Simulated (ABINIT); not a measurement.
**AgBr in ABINIT: the effect of functional**

The system is AgBr.

```xyz
2
Lattice="0.0000 2.8702 2.8702 2.8702 0.0000 2.8702 2.8702 2.8702 0.0000" Properties=species:S:1:pos:R:3 pbc="T T T"
Ag    0.0000    0.0000    0.0000
Br    2.8702    2.8702    2.8702
```

Alike in all runs:

| Quantity | Value |
| --- | --- |
| Program | ABINIT 10.8.3 (patched build) |
| Task | single point |
| Potentials or basis | SPMS NC PBE v1.0 |
| Cutoff | 599 eV |
| k mesh | 6 × 6 × 6 |
| Occupations | fixed |
| Spin | no spin polarisation |

| functional | gap on the mesh (eV) | pressure (GPa) |
| --- | --- | --- |
| PBEsol | 0.49 | -1.6 |
| PBE | 0.67 | 2.4 |
| HSE06 | 1.78 | 1.8 |
| PBE0 | ? | ? |

**Question.** What does the run with functional PBE0 give?

**Answer.** gap on the mesh 2.52 eV; pressure 1.7 GPa.

Caveats: the potentials were made for another functional, which shifts forces and pressure (some runs); Libxc's HSE differs a little from that of other programs (some runs).

A k mesh can miss the band edges.
